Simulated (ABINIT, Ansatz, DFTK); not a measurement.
## B: programs and potentials compared

```
B
1.0
     2.34935   -0.01019    0.01540
    -0.01019    2.33466    0.04230
     0.01041    0.02859    1.59198
B
1
Cartesian
  1.1810 1.2070 0.8300
```

This isn't the form of B at room conditions, which is rhombohedral.

The given cell was strained at random by a few per cent at fixed volume.

Alike in all runs: task single point; functional PBE; k mesh 11 × 11 × 16; occupations fermi-dirac, width 0.05 eV; no spin polarisation; no spin-orbit coupling. Pressure is positive in compression and, in plane waves, holds the error of the finite cutoff, which Ansatz's Pulay term estimates and takes out.

```tsv
program and potentials	plane-wave cutoff (eV)	notes	pressure (GPa)	energy over the undisturbed cell (meV/atom)
ABINIT, JTH PAW PBE v2.0	408	-	-1.63	-3.39
DFTK, PseudoDojo SR PBE 0.4.1 standard (PBE)	1034	-	-1.94	-2.98
Ansatz, Ansatz PAW (earlier soft set)	420	Pulay term of +0.18 GPa included	-1.81	-3.15
Ansatz, all-electron LAPW, scalar-relativistic	-	-	-1.84	-
```

The pressure spans -1.94 (DFTK, PseudoDojo SR PBE 0.4.1 standard (PBE)) to -1.63 GPa (ABINIT, JTH PAW PBE v2.0), with all-electron results at -1.84.

The functional is the same throughout but for its coding, so the spread measures potentials, basis and numerics; runs on potential files found faulty are left out.
